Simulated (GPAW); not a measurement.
Crystal: GaN.

```
Ga N
1.0
     0.00000    2.25350    2.25350
     2.25350    0.00000    2.25350
     2.25350    2.25350    0.00000
Ga N
1 1
Direct
  0.00000 0.00000 0.00000
  0.25000 0.25000 0.25000
```

The cell is a database's computed one.

Base run:

| Quantity | Value |
| --- | --- |
| Program | GPAW 26.7.0 |
| Functional | RPBE |
| Potentials or basis | the program's PAW data sets (release 1.2.1) made for this functional |
| Cutoff | 600 eV |
| Basis | pw |
| k mesh | 8 × 8 × 8 |
| Occupations | fermi-dirac, width 0.001 eV |
| Spin | no spin polarisation |

Its results: band gap on the k mesh 1.83 eV, direct; electronic dielectric tensor (diagonal) 5.53.

Q: The run is repeated on the same cell with these changes: functional from RPBE to PBEsol; potentials or basis from the program's PAW data sets (release 1.2.1) made for this functional to PAW data sets generated in the run's folder for this functional. What comes out?

A: Band gap on the k mesh 1.76 eV, direct; electronic dielectric tensor (diagonal) 5.71.

Caveats: the long-wavelength limit can be off by a per cent or two.

A k mesh can miss the band edges.

Not every run made on this cell is shown here.
